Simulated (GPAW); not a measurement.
# Al2O3 in GPAW: the effect of functional

Crystal: Al2O3.

```xyz
5
Lattice="3.0175 0.0000 0.0000 -1.5087 2.6132 0.0000 0.0000 0.0000 7.5746" Properties=species:S:1:pos:R:3 pbc="T T T"
Al    0.0000    0.0000    5.4693
Al    0.0000    0.0000    2.1054
O     0.0000    0.0000    3.7873
O     1.5087    0.8711    6.0638
O     0.0000    1.7421    1.5108
```

Measurements of this composition are mostly on another form, of space group No. 167.

Alike in all runs:

| Item | Value |
| --- | --- |
| Program | GPAW 26.7.0 |
| Task | band structure |
| Cutoff | 800 eV |
| Basis | pw |
| k mesh | 7 × 7 × 3 |
| Occupations | fermi-dirac, width 0.05 eV |
| Spin | no spin polarisation |

```tsv
functional	potentials or basis	gap on the mesh (eV)	pressure (GPa)	largest force (eV/Å)
LDA	the program's PAW data sets (release 1.2.1) made for this functional	2.24	-6.4	0.35
PBEsol	PAW data sets generated in the run's folder for this functional	?	?	?
RPBE	the program's PAW data sets (release 1.2.1) made for this functional	2.45	5.0	0.19
revPBE	the program's PAW data sets (release 1.2.1) made for this functional	2.43	4.1	0.15
BLYP	PAW data sets generated in the run's folder for this functional	2.54	2.8	0.16
r2SCAN	GPAW PAW data sets (gpaw-data 1.2.1)	3.03	-3.9	0.31
```

**Question.** What does the run with functional PBEsol give?

**Answer.** gap on the mesh 2.23 eV; pressure -1.8 GPa; largest force 0.07 eV/Å.

Caveats: the PAW data sets were made with another functional, which shifts forces and pressure a little (some runs).

Runs at the PBE level aren't shown here.
